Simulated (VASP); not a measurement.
# Hf (Im-3m) in VASP: further runs, part 7 of 8

VASP 6.6.1. Earlier steps stand in the parts before.

## Step 108: Equation of state, r2SCAN, 22.82 Å³/atom

INCAR

```
PREC     = Low            # precision mode
ENCUT    = 500            # plane-wave cutoff, eV
EDIFF    = 1E-7           # SCF threshold, eV
ISMEAR   = 1              # smearing method
SIGMA    = 0.15           # smearing width, eV
LREAL    = False          # projectors in reciprocal space
LASPH    = True           # aspherical terms in the spheres
NELM     = 100            # most SCF steps
ALGO     = Normal         # electronic algorithm
ISIF     = 2              # what is computed and relaxed
LWAVE    = False          # write WAVECAR
LCHARG   = False          # write CHGCAR
METAGGA  = R2SCAN         # meta-GGA
LMIXTAU  = True         
ADDGRID  = False
```

KPOINTS

```
regular mesh
0
Gamma
  16 16 16
```

POSCAR

```
Hf
1.0
   -1.7867664301      1.7867664301      1.7867664301
    1.7867664301     -1.7867664301      1.7867664301
    1.7867664301      1.7867664301     -1.7867664301
Hf
1
Direct
    0.0000000000      0.0000000000      0.0000000000
```

Potentials or basis: VASP PAW PBE potentials, release 64 (Hf).

The run is started by

```console
cat potpaw_PBE.64/Hf/POTCAR > POTCAR
mpirun -np 1 vasp_std > vasp.out
```

Wall time 53 s (1 thread of Intel Xeon Platinum 8488C (Sapphire Rapids), shared host); peak memory 0.12 GiB.

The run converged, but some of its settings lie outside the range that counts as converged, so its numbers aren't taken as properties of the crystal.

What came out:

* Free energy: -44.8975 eV
* Pressure: -5.2 GPa
* Band gap on the k mesh: none (metal or under the smearing width)

Caveat: the PAW data sets were made with another functional, which shifts forces and pressure a little.

## Step 109: Equation of state, r2SCAN, 24.23 Å³/atom

INCAR is that of step 108.

KPOINTS is that of step 108.

POSCAR

```
Hf
1.0
   -1.8228724495      1.8228724495      1.8228724495
    1.8228724495     -1.8228724495      1.8228724495
    1.8228724495      1.8228724495     -1.8228724495
Hf
1
Direct
    0.0000000000      0.0000000000      0.0000000000
```

The run is started by

```console
cat potpaw_PBE.64/Hf/POTCAR > POTCAR
mpirun -np 1 vasp_std > vasp.out
```

Wall time 59 s (1 thread of Intel Xeon Platinum 8488C (Sapphire Rapids), shared host); peak memory 0.12 GiB.

These settings aren't checked as converged: the numbers below hold their error.

Results:

```
Free energy            : -44.8288 eV
Pressure               : -10.2 GPa
Band gap on the k mesh : none (metal or under the smearing width)
```

Caveat: the PAW data sets were made with another functional, which shifts forces and pressure a little.

## Step 110: Equation of state, r2SCAN, 22.82 Å³/atom

Changes to INCAR since step 109:

```diff
@@ -1,2 +1,2 @@
-PREC     = Low            # precision mode
+PREC     = Normal         # precision mode
 ENCUT    = 500            # plane-wave cutoff, eV
```

KPOINTS is that of step 109.

POSCAR

```
Hf
1.0
   -1.7867664301      1.7867664301      1.7867664301
    1.7867664301     -1.7867664301      1.7867664301
    1.7867664301      1.7867664301     -1.7867664301
Hf
1
Direct
    0.0000000000      0.0000000000      0.0000000000
```

The run is started by

```console
cat potpaw_PBE.64/Hf/POTCAR > POTCAR
mpirun -np 1 vasp_std > vasp.out
```

Wall time 53 s (1 thread of Intel Xeon Platinum 8488C (Sapphire Rapids), shared host); peak memory 0.14 GiB.

The run converged, but some of its settings lie outside the range that counts as converged, so its numbers aren't taken as properties of the crystal.

Results:

```yaml
Free_energy: -44.8970 eV
Pressure: -5.2 GPa
Band_gap_on_the_k_mesh: none (metal or under the smearing width)
```

Caveat: the PAW data sets were made with another functional, which shifts forces and pressure a little.

## Step 111: Equation of state, r2SCAN, 24.23 Å³/atom

INCAR is that of step 110.

KPOINTS is that of step 110.

POSCAR

```
Hf
1.0
   -1.8228724495      1.8228724495      1.8228724495
    1.8228724495     -1.8228724495      1.8228724495
    1.8228724495      1.8228724495     -1.8228724495
Hf
1
Direct
    0.0000000000      0.0000000000      0.0000000000
```

Potentials or basis: VASP PAW PBE potentials, release 64 (Hf).

The run is started by

```console
cat potpaw_PBE.64/Hf/POTCAR > POTCAR
mpirun -np 1 vasp_std > vasp.out
```

Wall time 52 s (1 thread of Intel Xeon Platinum 8488C (Sapphire Rapids), shared host); peak memory 0.14 GiB.

The run converged, but some of its settings lie outside the range that counts as converged, so its numbers aren't taken as properties of the crystal.

Results:

```
Free energy            : -44.8283 eV
Pressure               : -10.2 GPa
Band gap on the k mesh : none (metal or under the smearing width)
```

Caveat: the PAW data sets were made with another functional, which shifts forces and pressure a little.

## Step 112: Equation of state, r2SCAN, 22.82 Å³/atom

Changes to INCAR since step 111:

```diff
@@ -1,2 +1,2 @@
-PREC     = Normal         # precision mode
+PREC     = Accurate       # precision mode
 ENCUT    = 500            # plane-wave cutoff, eV
@@ -5,3 +5,3 @@
 SIGMA    = 0.15           # smearing width, eV
-LREAL    = False          # projectors in reciprocal space
+LREAL    = Auto         
 LASPH    = True           # aspherical terms in the spheres
```

KPOINTS is that of step 111.

POSCAR

```
Hf
1.0
   -1.7867664301      1.7867664301      1.7867664301
    1.7867664301     -1.7867664301      1.7867664301
    1.7867664301      1.7867664301     -1.7867664301
Hf
1
Direct
    0.0000000000      0.0000000000      0.0000000000
```

The run is started by

```console
cat potpaw_PBE.64/Hf/POTCAR > POTCAR
mpirun -np 1 vasp_std > vasp.out
```

It took 66 s on 1 thread of Intel Xeon Platinum 8488C (Sapphire Rapids), shared host; peak memory 0.15 GiB.

The run converged, but some of its settings lie outside the range that counts as converged, so its numbers aren't taken as properties of the crystal.

Results:

* Free energy: -44.8977 eV
* Pressure: -5.3 GPa
* Band gap on the k mesh: none (metal or under the smearing width)

Caveat: the PAW data sets were made with another functional, which shifts forces and pressure a little.

## Step 113: Equation of state, r2SCAN, 24.23 Å³/atom

INCAR is that of step 112.

KPOINTS is that of step 112.

POSCAR

```
Hf
1.0
   -1.8228724495      1.8228724495      1.8228724495
    1.8228724495     -1.8228724495      1.8228724495
    1.8228724495      1.8228724495     -1.8228724495
Hf
1
Direct
    0.0000000000      0.0000000000      0.0000000000
```

The run is started by

```console
cat potpaw_PBE.64/Hf/POTCAR > POTCAR
mpirun -np 1 vasp_std > vasp.out
```

Run time: 1.8 min. Hardware: 1 thread of Intel Xeon Platinum 8488C (Sapphire Rapids), shared host; peak memory 0.15 GiB.

The run converged, but some of its settings lie outside the range that counts as converged, so its numbers aren't taken as properties of the crystal.

What came out:

```yaml
Free_energy: -44.8293 eV
Pressure: -10.1 GPa
Band_gap_on_the_k_mesh: none (metal or under the smearing width)
```

Caveat: the PAW data sets were made with another functional, which shifts forces and pressure a little.

## Step 114: Equation of state, r2SCAN, 22.82 Å³/atom

Changes to INCAR since step 113:

```diff
@@ -2,6 +2,6 @@
 ENCUT    = 500            # plane-wave cutoff, eV
-EDIFF    = 1E-7           # SCF threshold, eV
+EDIFF    = 1E-5           # SCF threshold, eV
 ISMEAR   = 1              # smearing method
 SIGMA    = 0.15           # smearing width, eV
-LREAL    = Auto         
+LREAL    = False          # projectors in reciprocal space
 LASPH    = True           # aspherical terms in the spheres
```

KPOINTS is that of step 113.

POSCAR

```
Hf
1.0
   -1.7867664301      1.7867664301      1.7867664301
    1.7867664301     -1.7867664301      1.7867664301
    1.7867664301      1.7867664301     -1.7867664301
Hf
1
Direct
    0.0000000000      0.0000000000      0.0000000000
```

Potentials or basis: VASP PAW PBE potentials, release 64 (Hf).

The run is started by

```console
cat potpaw_PBE.64/Hf/POTCAR > POTCAR
mpirun -np 1 vasp_std > vasp.out
```

Run time: 39 s. Hardware: 1 thread of Intel Xeon Platinum 8488C (Sapphire Rapids), shared host; peak memory 0.15 GiB.

The run converged, but some of its settings lie outside the range that counts as converged, so its numbers aren't taken as properties of the crystal.

Results:

```
Free energy            : -44.8974 eV
Pressure               : -6.2 GPa
Band gap on the k mesh : none (metal or under the smearing width)
```

Caveat: the PAW data sets were made with another functional, which shifts forces and pressure a little.

## Step 115: Equation of state, r2SCAN, 24.23 Å³/atom

INCAR is that of step 114.

KPOINTS is that of step 114.

POSCAR

```
Hf
1.0
   -1.8228724495      1.8228724495      1.8228724495
    1.8228724495     -1.8228724495      1.8228724495
    1.8228724495      1.8228724495     -1.8228724495
Hf
1
Direct
    0.0000000000      0.0000000000      0.0000000000
```

The run is started by

```console
cat potpaw_PBE.64/Hf/POTCAR > POTCAR
mpirun -np 1 vasp_std > vasp.out
```

It took 58 s on 1 thread of Intel Xeon Platinum 8488C (Sapphire Rapids), shared host; peak memory 0.15 GiB.

These settings aren't checked as converged: the numbers below hold their error.

Results:

```yaml
Free_energy: -44.8283 eV
Pressure: -10.2 GPa
Band_gap_on_the_k_mesh: none (metal or under the smearing width)
```

Caveat: the PAW data sets were made with another functional, which shifts forces and pressure a little.

## Step 116: Equation of state, r2SCAN, 22.82 Å³/atom

Changes to INCAR since step 115:

```diff
@@ -1,4 +1,4 @@
 PREC     = Accurate       # precision mode
-ENCUT    = 500            # plane-wave cutoff, eV
-EDIFF    = 1E-5           # SCF threshold, eV
+ENCUT    = 400            # plane-wave cutoff, eV
+EDIFF    = 1E-7           # SCF threshold, eV
 ISMEAR   = 1              # smearing method
```

KPOINTS

```
regular mesh
0
Gamma
  19 19 19
```

POSCAR

```
Hf
1.0
   -1.7867664301      1.7867664301      1.7867664301
    1.7867664301     -1.7867664301      1.7867664301
    1.7867664301      1.7867664301     -1.7867664301
Hf
1
Direct
    0.0000000000      0.0000000000      0.0000000000
```

The run is started by

```console
cat potpaw_PBE.64/Hf/POTCAR > POTCAR
mpirun -np 1 vasp_std > vasp.out
```

It took 99 s on 1 thread of Intel Xeon Platinum 8488C (Sapphire Rapids), shared host; peak memory 0.14 GiB.

The run converged, but some of its settings lie outside the range that counts as converged, so its numbers aren't taken as properties of the crystal.

What came out:

```yaml
Free_energy: -44.8967 eV
Pressure: -5.1 GPa
Band_gap_on_the_k_mesh: none (metal or under the smearing width)
```

Caveat: the PAW data sets were made with another functional, which shifts forces and pressure a little.

## Step 117: Equation of state, r2SCAN, 24.23 Å³/atom

INCAR is that of step 116.

KPOINTS is that of step 116.

POSCAR

```
Hf
1.0
   -1.8228724495      1.8228724495      1.8228724495
    1.8228724495     -1.8228724495      1.8228724495
    1.8228724495      1.8228724495     -1.8228724495
Hf
1
Direct
    0.0000000000      0.0000000000      0.0000000000
```

Potentials or basis: VASP PAW PBE potentials, release 64 (Hf).

The run is started by

```console
cat potpaw_PBE.64/Hf/POTCAR > POTCAR
mpirun -np 1 vasp_std > vasp.out
```

Run time: 1.8 min. Hardware: 1 thread of Intel Xeon Platinum 8488C (Sapphire Rapids), shared host; peak memory 0.17 GiB.

These settings aren't checked as converged: the numbers below hold their error.

What came out:

| Property | Result |
| --- | --- |
| Free energy | -44.8282 eV |
| Pressure | -10.2 GPa |
| Band gap on the k mesh | none (metal or under the smearing width) |

Caveat: the PAW data sets were made with another functional, which shifts forces and pressure a little.

## Step 118: Equation of state, r2SCAN, 22.82 Å³/atom

Changes to INCAR since step 117:

```diff
@@ -1,3 +1,3 @@
 PREC     = Accurate       # precision mode
-ENCUT    = 400            # plane-wave cutoff, eV
+ENCUT    = 900            # plane-wave cutoff, eV
 EDIFF    = 1E-7           # SCF threshold, eV
```

KPOINTS

```
regular mesh
0
Gamma
  13 13 13
```

POSCAR

```
Hf
1.0
   -1.7867664301      1.7867664301      1.7867664301
    1.7867664301     -1.7867664301      1.7867664301
    1.7867664301      1.7867664301     -1.7867664301
Hf
1
Direct
    0.0000000000      0.0000000000      0.0000000000
```

The run is started by

```console
cat potpaw_PBE.64/Hf/POTCAR > POTCAR
mpirun -np 1 vasp_std > vasp.out
```

It took 2 min on 1 thread of Intel Xeon Platinum 8488C (Sapphire Rapids), shared host; peak memory 0.2 GiB.

The run converged, but some of its settings lie outside the range that counts as converged, so its numbers aren't taken as properties of the crystal.

Results:

```
Free energy            : -44.8951 eV
Pressure               : -5.1 GPa
Band gap on the k mesh : none (metal or under the smearing width)
```

Caveat: the PAW data sets were made with another functional, which shifts forces and pressure a little.

## Step 119: Equation of state, r2SCAN, 24.23 Å³/atom

INCAR is that of step 118.

KPOINTS is that of step 118.

POSCAR

```
Hf
1.0
   -1.8228724495      1.8228724495      1.8228724495
    1.8228724495     -1.8228724495      1.8228724495
    1.8228724495      1.8228724495     -1.8228724495
Hf
1
Direct
    0.0000000000      0.0000000000      0.0000000000
```

The run is started by

```console
cat potpaw_PBE.64/Hf/POTCAR > POTCAR
mpirun -np 1 vasp_std > vasp.out
```

Wall time 78 s (1 thread of Intel Xeon Platinum 8488C (Sapphire Rapids), shared host); peak memory 0.21 GiB.

These settings aren't checked as converged: the numbers below hold their error.

Results:

```yaml
Free_energy: -44.8266 eV
Pressure: -10.2 GPa
Band_gap_on_the_k_mesh: none (metal or under the smearing width)
```

Caveat: the PAW data sets were made with another functional, which shifts forces and pressure a little.

## Step 120: Equation of state, r2SCAN, 22.82 Å³/atom

Changes to INCAR since step 119:

```diff
@@ -1,3 +1,3 @@
 PREC     = Accurate       # precision mode
-ENCUT    = 900            # plane-wave cutoff, eV
+ENCUT    = 600            # plane-wave cutoff, eV
 EDIFF    = 1E-7           # SCF threshold, eV
```

KPOINTS

```
regular mesh
0
Gamma
  16 16 16
```

POSCAR

```
Hf
1.0
   -1.7867664301      1.7867664301      1.7867664301
    1.7867664301     -1.7867664301      1.7867664301
    1.7867664301      1.7867664301     -1.7867664301
Hf
1
Direct
    0.0000000000      0.0000000000      0.0000000000
```

Potentials or basis: VASP PAW PBE potentials, release 64 (Hf).

The run is started by

```console
cat potpaw_PBE.64/Hf/POTCAR > POTCAR
mpirun -np 1 vasp_std > vasp.out
```

It took 2.5 min on 1 thread of Intel Xeon Platinum 8488C (Sapphire Rapids), shared host; peak memory 0.19 GiB.

The run converged, but some of its settings lie outside the range that counts as converged, so its numbers aren't taken as properties of the crystal.

What came out:

- Free energy: -44.8967 eV
- Pressure: -5.1 GPa
- Band gap on the k mesh: none (metal or under the smearing width)

Caveat: the PAW data sets were made with another functional, which shifts forces and pressure a little.

## Step 121: Equation of state, r2SCAN, 24.23 Å³/atom

INCAR is that of step 120.

KPOINTS is that of step 120.

POSCAR

```
Hf
1.0
   -1.8228724495      1.8228724495      1.8228724495
    1.8228724495     -1.8228724495      1.8228724495
    1.8228724495      1.8228724495     -1.8228724495
Hf
1
Direct
    0.0000000000      0.0000000000      0.0000000000
```

The run is started by

```console
cat potpaw_PBE.64/Hf/POTCAR > POTCAR
mpirun -np 1 vasp_std > vasp.out
```

Wall time 2.5 min (1 thread of Intel Xeon Platinum 8488C (Sapphire Rapids), shared host); peak memory 0.19 GiB.

These settings aren't checked as converged: the numbers below hold their error.

What came out:

- Free energy: -44.8280 eV
- Pressure: -10.2 GPa
- Band gap on the k mesh: none (metal or under the smearing width)

Caveat: the PAW data sets were made with another functional, which shifts forces and pressure a little.

## Step 122: Equation of state, r2SCAN, 22.82 Å³/atom

Changes to INCAR since step 121:

```diff
@@ -1,3 +1,3 @@
 PREC     = Accurate       # precision mode
-ENCUT    = 600            # plane-wave cutoff, eV
+ENCUT    = 500            # plane-wave cutoff, eV
 EDIFF    = 1E-7           # SCF threshold, eV
```

KPOINTS

```
regular mesh
0
Gamma
  19 19 19
```

POSCAR

```
Hf
1.0
   -1.7867664301      1.7867664301      1.7867664301
    1.7867664301     -1.7867664301      1.7867664301
    1.7867664301      1.7867664301     -1.7867664301
Hf
1
Direct
    0.0000000000      0.0000000000      0.0000000000
```

The run is started by

```console
cat potpaw_PBE.64/Hf/POTCAR > POTCAR
mpirun -np 1 vasp_std > vasp.out
```

It took 85 s on 1 thread of Intel Xeon Platinum 8488C (Sapphire Rapids), shared host; peak memory 0.17 GiB.

The run converged, but some of its settings lie outside the range that counts as converged, so its numbers aren't taken as properties of the crystal.

Results:

* Free energy: -44.8967 eV
* Pressure: -5.1 GPa
* Band gap on the k mesh: none (metal or under the smearing width)

Caveat: the PAW data sets were made with another functional, which shifts forces and pressure a little.

## Step 123: Equation of state, r2SCAN, 24.23 Å³/atom

INCAR is that of step 122.

KPOINTS is that of step 122.

POSCAR

```
Hf
1.0
   -1.8228724495      1.8228724495      1.8228724495
    1.8228724495     -1.8228724495      1.8228724495
    1.8228724495      1.8228724495     -1.8228724495
Hf
1
Direct
    0.0000000000      0.0000000000      0.0000000000
```

Potentials or basis: VASP PAW PBE potentials, release 64 (Hf).

The run is started by

```console
cat potpaw_PBE.64/Hf/POTCAR > POTCAR
mpirun -np 1 vasp_std > vasp.out
```

It took 76 s on 1 thread of Intel Xeon Platinum 8488C (Sapphire Rapids), shared host; peak memory 0.17 GiB.

These settings aren't checked as converged: the numbers below hold their error.

Results:

```yaml
Free_energy: -44.8281 eV
Pressure: -10.2 GPa
Band_gap_on_the_k_mesh: none (metal or under the smearing width)
```

Caveat: the PAW data sets were made with another functional, which shifts forces and pressure a little.

(Continued in part 8 of 8.)
